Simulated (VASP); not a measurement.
# B (R-3m) in VASP: further runs, part 2 of 2

VASP 6.6.1.

### Step 3. Relaxation of cell and atoms, PBE

This run uses another cell than the first one, of 7.28 Å³/atom, 1.006 times its volume.

Contents of INCAR:

```
SYSTEM = B
ALGO = Normal
EDIFF = 1E-6
EDIFFG = -0.03
ENCUT = 600
GGA = PE
IBRION = 2
ISIF = 3
ISMEAR = 0
LASPH = .TRUE.
LCHARG = .FALSE.
LREAL = .FALSE.
LWAVE = .FALSE.
NELM = 100
NSW = 80
PREC = Accurate
SIGMA = 0.05
```

Contents of KPOINTS:

```
k-points
0
G
  6 6 6
  0 0 0
```

Contents of POSCAR:

```
B
1.0
    2.4540000000      1.4168175606      4.1885300000
   -2.4540000000      1.4168175606      4.1885300000
    0.0000000000     -2.8336351212      4.1885300000
B
12
Direct
    0.0104000000      0.6572900000      0.0104000000
    0.0104000000      0.0104000000      0.6572900000
    0.6572900000      0.0104000000      0.0104000000
    0.9896000000      0.3427100000      0.9896000000
    0.9896000000      0.9896000000      0.3427100000
    0.3427100000      0.9896000000      0.9896000000
    0.2206000000      0.6323000000      0.2206000000
    0.2206000000      0.2206000000      0.6323000000
    0.6323000000      0.2206000000      0.2206000000
    0.7794000000      0.3677000000      0.7794000000
    0.7794000000      0.7794000000      0.3677000000
    0.3677000000      0.7794000000      0.7794000000
```

Potentials or basis: VASP PAW PBE potentials, release 64 (B).

On the command line:

```sh
$ cat potpaw_PBE.64/B/POTCAR > POTCAR
$ mpirun -np 1 vasp_std > vasp.out
```

OUTCAR:

```text
SYSTEM = B
   EDIFF = 1E-6
   EDIFFG = -0.03
   ENCUT = 600
   GGA = PE
   IBRION = 2
   ISIF = 3
   ISMEAR = 0
   LASPH = .TRUE.
   LREAL = .FALSE.
   NELM = 100
   NSW = 80
   PREC = Accurate

 ion  position               nearest neighbor table
   1  0.010  0.657  0.010-   4 1.71   3 1.73   2 1.73   7 1.79  11 1.79  12 1.79
   2  0.010  0.010  0.657-   5 1.71   3 1.73   1 1.73   8 1.79  10 1.79  12 1.79
   3  0.657  0.010  0.010-   6 1.71   1 1.73   2 1.73   9 1.79  11 1.79  10 1.79
   4  0.990  0.343  0.990-   1 1.71   6 1.73   5 1.73  10 1.79   8 1.79   9 1.79
   5  0.990  0.990  0.343-   2 1.71   4 1.73   6 1.73  11 1.79   9 1.79   7 1.79
   6  0.343  0.990  0.990-   3 1.71   4 1.73   5 1.73  12 1.79   8 1.79   7 1.79
   7  0.221  0.632  0.221-  11 1.78  12 1.78   1 1.79   5 1.79   6 1.79   9 2.02   8 2.02
   8  0.221  0.221  0.632-  10 1.78  12 1.78   2 1.79   4 1.79   6 1.79   7 2.02   9 2.02
   9  0.632  0.221  0.221-  11 1.78  10 1.78   3 1.79   5 1.79   4 1.79   7 2.02   8 2.02
  10  0.779  0.368  0.779-   8 1.78   9 1.78   4 1.79   2 1.79   3 1.79  12 2.02  11 2.02
  11  0.779  0.779  0.368-   7 1.78   9 1.78   5 1.79   3 1.79   1 1.79  10 2.02  12 2.02
  12  0.368  0.779  0.779-   8 1.78   7 1.78   6 1.79   2 1.79   1 1.79  10 2.02  11 2.02

  LATTYP: Found a trigonal (rhomboedric) cell.
 ALAT       =     5.0570022307
 COS(alpha) =     0.5290304578

  Lattice vectors:

[... 208 lines left out ...]
  Total        0.1198102      0.1198102     -0.6593760      0.0000000     -0.0000000      0.0000000
  in kB        2.1968631      2.1968631    -12.0904476      0.0000000     -0.0000000      0.0000000
  external PRESSURE =      -2.5655738 kB  Pullay stress =       0.0000000 kB
[... 171 lines left out ...]
--------------------------------------- Ionic step        5  -------------------------------------------

 number of electron      36.0000000 magnetization

 Free energy of the ion-electron system (eV)
  ---------------------------------------------------
  ext. energy  EPLUGINS =         0.00000000
  ---------------------------------------------------
  free energy    TOTEN  =       -80.46945790 eV

  energy without entropy =      -80.46945790  energy(sigma->0) =      -80.46945790

 E-fermi :   6.1309     XC(G=0): -11.5549

 val. band max:        5.9069585094   @ k =   0.5000   0.5000   0.5000
 cond. band min:       7.3810183344   @ k =   0.5000   0.5000  -0.0000
 fundamental gap:      1.4740598250
 Fermi energy:         6.1309188369

 k-point     1 :       0.0000    0.0000    0.0000
  band No.  band energies     occupation
      1     -10.2689      2.00000
      2      -4.5399      2.00000
      3      -4.2801      2.00000
      4      -4.2801      2.00000
      5      -3.2072      2.00000
      6      -2.5607      2.00000
[... 661 lines left out ...]
     24      11.0126      0.00000
     25      11.4994      0.00000

 [... further k-points ...]

------------------------ aborting loop because EDIFF is reached ----------------------------------------

  FORCE on cell =-STRESS in cart. coord.  units (eV):
  Direction    XX          YY          ZZ          XY          YZ          ZX
  --------------------------------------------------------------------------------------
  -------------------------------------------------------------------------------------
  Total        0.0091927      0.0091927      0.0021480      0.0000000      0.0000000      0.0000000
  in kB        0.1694102      0.1694102      0.0395850      0.0000000      0.0000000      0.0000000
  external PRESSURE =       0.1261351 kB  Pullay stress =       0.0000000 kB
[... 27 lines left out ...]
  FREE ENERGIE OF THE ION-ELECTRON SYSTEM (eV)
  ---------------------------------------------------
  free  energy   TOTEN  =       -80.4694579026 eV

  energy  without entropy=      -80.4694579026  energy(sigma->0) =      -80.46945790

 reached required accuracy - stopping structural energy minimisation
```

Run time: 3.2 min. Hardware: 1 thread of Intel Xeon Platinum 8375C at 2.90GHz (Ice Lake), shared host; peak memory 0.26 GiB.

What came out:

| Item | Value |
| --- | --- |
| Free energy | -80.4695 eV |
| Relaxed volume | 7.24 Å³/atom |
| Relaxed cell | a = 5.049 Å, b = 5.049 Å, c = 5.049 Å, α = 58.06°, β = 58.06°, γ = 58.06° |
| Space group after relaxing (to 0.05 Å) | R-3m (No. 166) |
| Energy gained by relaxing | 4.1 meV/atom |
| Ionic steps | 5 |
| Pressure after relaxing | 0.0 GPa |
| Largest force after relaxing | 0.028 eV/Å |
| Band gap on the k mesh | 1.47 eV, indirect (least direct gap 1.86 eV) |

Forces in eV/Å, atoms in the order of the input:
```
B    0.009 -0.005  0.021
B    0.000  0.010  0.021
B   -0.009 -0.005  0.021
B   -0.009  0.005 -0.021
B    0.000 -0.010 -0.021
B    0.009  0.005 -0.021
B    0.022 -0.012 -0.013
B    0.000  0.025 -0.013
B   -0.022 -0.012 -0.013
B   -0.022  0.012  0.013
B    0.000 -0.025  0.013
B    0.022  0.012  0.013
```

Step by step:
```tsv
step	energy change (eV)	largest force (eV/Å)	pressure (GPa)	volume (Å³)
1	0.0000	0.8627	-0.26	87.38
2	0.0591	1.4296	-1.31	87.23
3	-0.0469	0.0783	-0.93	87.32
4	-0.0491	0.0473	0.25	86.84
5	-0.0492	0.0282	0.01	86.94
```

Final structure:
```
B
1.0
     2.44987    1.41443    4.18158
    -2.44987    1.41443    4.18158
     0.00000   -2.82886    4.18158
B
12
Direct
  0.01015 0.65409 0.01015
  0.01015 0.01015 0.65409
  0.65409 0.01015 0.01015
  0.98985 0.34591 0.98985
  0.98985 0.98985 0.34591
  0.34591 0.98985 0.98985
  0.22102 0.63085 0.22102
  0.22102 0.22102 0.63085
  0.63085 0.22102 0.22102
  0.77898 0.36915 0.77898
  0.77898 0.77898 0.36915
  0.36915 0.77898 0.77898
```

Levels at points of the mesh, in eV from the valence-band top:
| k point | band 14 | band 15 | band 16 | band 17 | band 18 | band 19 | band 20 | band 21 | band 22 | band 23 |
| --- | --- | --- | --- | --- | --- | --- | --- | --- | --- | --- |
| (0.00, 0.00, 0.00) | -4.43 | -1.37 | -0.85 | -0.85 | -0.36 | 1.50 | 4.54 | 4.54 | 4.73 | 4.73 |
| (0.50, 0.00, 0.00) | -3.12 | -2.67 | -1.94 | -1.70 | -0.60 | 1.94 | 3.21 | 3.64 | 4.86 | 4.96 |
| (0.50, 0.50, 0.00) | -3.21 | -2.94 | -2.59 | -2.11 | -1.92 | 1.47 | 2.67 | 2.83 | 3.50 | 5.35 |
| (0.50, 0.50, 0.50) | -3.33 | -2.98 | -1.88 | -1.88 | 0.00 | 2.62 | 2.79 | 2.79 | 4.91 | 4.91 |
